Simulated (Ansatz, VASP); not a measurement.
Two plane-wave programs on Ni

Contents of INCAR:

```
SYSTEM = Ni
ALGO = Normal
EDIFF = 1E-6
ENCUT = 500
GGA = PE
ISIF = 2
ISMEAR = -1
ISPIN = 2
LASPH = .True.
LCHARG = .False.
LMAXMIX = 4
LORBIT = 11
LREAL = .False.
LWAVE = .False.
MAGMOM = 1
NBANDS = 15
NELM = 150
PREC = Accurate
SIGMA = 0.05
```

The input KPOINTS:

```
k-points
0
Gamma
  13 13 13
  0 0 0
```

File POSCAR:

```
Ni
1.0
    0.0000000000      1.7375729330      1.7375729330
    1.7375729330      0.0000000000      1.7375729330
    1.7375729330      1.7375729330      0.0000000000
Ni
1
Direct
    0.0000000000      0.0000000000      0.0000000000
```

The input KPOINTS_OPT:

```
path GXWKGLUWLK,UX
20
line-mode
reciprocal
 0.0000000000  0.0000000000  0.0000000000  G
 0.5000000000  0.0000000000  0.5000000000  X

 0.5000000000  0.0000000000  0.5000000000  X
 0.5000000000  0.2500000000  0.7500000000  W

 0.5000000000  0.2500000000  0.7500000000  W
 0.3750000000  0.3750000000  0.7500000000  K

 0.3750000000  0.3750000000  0.7500000000  K
 0.0000000000  0.0000000000  0.0000000000  G

 0.0000000000  0.0000000000  0.0000000000  G
 0.5000000000  0.5000000000  0.5000000000  L

 0.5000000000  0.5000000000  0.5000000000  L
 0.6250000000  0.2500000000  0.6250000000  U

 0.6250000000  0.2500000000  0.6250000000  U
 0.5000000000  0.2500000000  0.7500000000  W

 0.5000000000  0.2500000000  0.7500000000  W
 0.5000000000  0.5000000000  0.5000000000  L

 0.5000000000  0.5000000000  0.5000000000  L
 0.3750000000  0.3750000000  0.7500000000  K

 0.6250000000  0.2500000000  0.6250000000  U
 0.5000000000  0.0000000000  0.5000000000  X
```

input.yaml

```yaml
crystal:
  lattice:
    - [0.0, 1.737572933, 1.737572933]
    - [1.737572933, 0.0, 1.737572933]
    - [1.737572933, 1.737572933, 0.0]
  atoms:
    - { symbol: Ni, position: [0.0, 0.0, 0.0], spin: 1.0 }
hamiltonian:
  xc: pbe
  pseudopotentials: { kind: paw }
magnetization:
  spin_polarized: true
kpoints:
  mp_grid: { grid: [13, 13, 13] }
  band_path:
    path:
      - [[0.0, 0.0, 0.0], [0.5, 0.0, 0.5], [0.5, 0.25, 0.75], [0.375, 0.375, 0.75], [0.0, 0.0, 0.0], [0.5, 0.5, 0.5], [0.625, 0.25, 0.625], [0.5, 0.25, 0.75], [0.5, 0.5, 0.5], [0.375, 0.375, 0.75]]
      - [[0.625, 0.25, 0.625], [0.5, 0.0, 0.5]]
    npoints: 14
scf:
  occupations: { method: fermi_dirac, width: 0.05 }
  n_extra_bands: 6
output:
  forces: true
  stress: true
  eigenvalues: true
  fatbands: false
```

Alike in both runs: task band structure; functional PBE; k mesh 13 × 13 × 13; occupations fermi-dirac, width 0.05 eV; collinear spin, ferromagnetic start.

```csv
,VASP,Ansatz
version,VASP 6.6.1,Ansatz 0.2.0
potentials or method,"VASP PAW PBE potentials, release 64 (Ni)",Ansatz PAW
plane-wave cutoff (eV),500,420
valence electrons in the cell,10,18
```

Ansatz gave:

* gap on the k mesh at the Fermi level (eV): none
* pressure (GPa): 8.1
* net moment per atom (μB): 0.63
* size of the moment on the site where the two differ most (μB): 0.67

Task: Estimate VASP's values.

Result: gap on the k mesh at the Fermi level (eV): none; pressure (GPa): 8.0; net moment per atom (μB): 0.62; size of the moment on the site where the two differ most (μB): 0.63.

Site moments also hang on the region over which each program counts them. A gap of «none» marks a metal or a gap that the smearing closes. The two sets of potentials don't hold the same shells in valence.
